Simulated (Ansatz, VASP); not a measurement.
One calculation of TiAl, two programs

```xyz
2
Lattice="2.8673 0.0000 0.0000 -1.4336 2.4831 0.0000 0.0000 0.0000 4.6781" Properties=species:S:1:pos:R:3 pbc="T T T"
Ti    0.0000    0.0000    0.0000
Al    0.0000    1.6554    2.3390
```

The cell comes from a database or a generator and needn't be the stable form of this composition.

Alike in both runs: task single point; functional r2SCAN; k mesh 9 × 9 × 4; occupations gaussian, width 0.1 eV; no spin polarisation.

|  | VASP | Ansatz |
| --- | --- | --- |
| version | VASP 6.6.1 | Ansatz 0.2.0 |
| potentials or method | VASP PAW PBE potentials, release 64 (Ti_sv, Al) | scalar-relativistic, plane waves, PAW |
| plane-wave cutoff (eV) | 520 | 500 |
| valence electrons in the cell | 15 | 15 |

```tsv
	VASP	Ansatz	Ansatz less VASP
gap on the k mesh at the Fermi level (eV)	none	none	-
pressure (GPa)	-1.0	-1.1	-0.09
largest component of the traceless stress (GPa)	0.91	0.90	-0.009
```

A gap of «none» marks a metal or a gap that the smearing closes.

Caveats: the PAW data sets were made with another functional, which shifts forces and pressure a little (VASP).
